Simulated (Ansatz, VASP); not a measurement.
**C: VASP beside Ansatz**

```xyz
8
Lattice="2.5180 0.0000 0.0000 -1.2590 2.1807 0.0000 0.0000 0.0000 8.3046" Properties=species:S:1:pos:R:3 pbc="T T T"
C     0.0000    0.0000    0.7721
C     0.0000    0.0000    4.9244
C     0.0000    0.0000    3.3802
C     0.0000    0.0000    7.5325
C     0.0000    1.4538    1.2916
C     1.2590    0.7269    5.4439
C     0.0000    1.4538    2.8607
C     1.2590    0.7269    7.0130
```

This is a hexagonal form of diamond, not graphite.

Alike in both runs: task single point; functional LDA; k mesh 12 × 12 × 4; occupations gaussian, width 0.05 eV; no spin polarisation.

|  | VASP | Ansatz |
| --- | --- | --- |
| version | VASP 6.6.1 | Ansatz 0.2.0 |
| potentials or method | VASP PAW LDA potentials, release 64 (C) | scalar-relativistic, plane waves, PAW |
| plane-wave cutoff (eV) | 520 | 420 |
| valence electrons in the cell | 32 | 32 |

|  | VASP | Ansatz | Ansatz less VASP |
| --- | --- | --- | --- |
| gap on the k mesh at the Fermi level (eV) | 4.49 | 4.50 | +0.008 |
| pressure (GPa) | -13.3 | -14.7 | -1.44 |
| largest component of the traceless stress (GPa) | 0.20 | 0.23 | +0.031 |
| rms of the force components (eV/Å) | 0.006 | 0.008 | +0.0018 |

Atom by atom the forces differ by 0.002 eV/Å (rms over components).
